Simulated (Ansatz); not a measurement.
# Band table of Ge (beta tin type)

```
CELL_PARAMETERS angstrom
-1.92697 1.92697 1.04010
1.92697 -1.92697 1.04010
1.92697 1.92697 -1.04010
ATOMIC_POSITIONS crystal
Ge 0.62500 0.87500 0.75000
Ge 0.37500 0.12500 0.25000
```

The cell comes from a relaxation on PAW files under the same functional, begun from a prototype that needn't be the stable phase.

Computed with Ansatz 0.2.0; functional PBE, scalar-relativistic. Settings: a Γ-centred 17×17×17 k mesh, Fermi–Dirac smearing of 0.1 eV, no spin polarisation. Methods: LAPW: all electrons, basis error target 1 meV/atom.

This run: volume at 0.4 of the series' base cell.

Path points, in fractions of the reciprocal vectors: Γ (0.000, 0.000, 0.000), X (0.000, 0.000, 0.500), M (-0.500, 0.500, 0.500), Z (0.323, 0.323, -0.323), Z0 (-0.323, 0.677, 0.323), P (0.250, 0.250, 0.250). The distance column jumps between branches of the path. Levels in eV from the Fermi level; bands 19 to 25, counted from the lowest band of the run. The gap is zero, the pressure 513.6 GPa.

```
# k(1/Å) point b19 b20 b21 b22 b23 b24 b25
0.000 Γ -25.25 -6.58 -6.58 -0.53 -0.07 14.12 14.12
0.288 - -24.91 -9.19 -6.14 -0.09 2.82 10.59 11.89
0.576 - -23.87 -13.09 -4.86 0.60 6.58 8.16 8.67
0.865 - -22.13 -16.68 -2.84 1.78 2.96 5.82 13.78
1.153 X -19.72 -19.72 -0.20 -0.20 3.51 3.51 13.40
1.441 - -19.36 -19.36 -3.38 -3.38 7.12 7.12 12.84
1.729 - -18.30 -18.30 -7.38 -7.38 11.09 11.09 13.36
2.017 - -16.62 -16.62 -10.88 -10.88 10.81 10.81 18.86
2.306 M -15.02 -15.02 -13.09 -13.09 10.60 10.60 23.70
2.713 - -18.98 -14.21 -12.63 -7.96 10.95 11.10 16.62
3.121 - -22.48 -11.99 -11.19 -0.96 9.01 9.28 12.64
3.528 - -24.57 -8.87 -8.71 2.94 3.19 6.90 14.89
3.936 Γ -25.25 -6.58 -6.58 -0.53 -0.07 14.12 14.12
4.424 - -24.28 -5.45 -5.45 -0.35 0.61 10.18 10.61
4.911 - -21.27 -2.70 -2.70 -1.20 2.06 2.70 3.20
5.399 - -16.28 -5.54 -4.83 -4.83 -4.58 3.73 3.73
5.886 Z -10.36 -9.72 -9.72 -9.68 -8.42 9.83 9.83
7.739 Z0 -10.36 -9.72 -9.72 -9.68 -8.42 9.83 9.83
8.006 - -11.89 -11.89 -11.24 -11.22 -4.87 13.83 13.83
8.274 - -13.57 -13.57 -12.29 -12.28 -0.13 18.20 18.20
8.542 - -14.64 -14.64 -12.89 -12.89 5.05 16.39 22.59
8.809 M -15.02 -15.02 -13.09 -13.09 10.60 10.60 23.70
9.962 X -19.72 -19.72 -0.20 -0.20 3.51 3.51 13.40
10.339 - -19.12 -19.12 0.33 0.33 3.66 3.66 8.27
10.717 - -17.37 -17.37 -0.13 -0.13 2.74 2.74 6.00
11.095 - -14.51 -14.51 -5.42 -5.42 5.19 5.19 7.62
11.472 P -11.32 -11.32 -9.58 -9.58 8.02 8.02 8.97
```
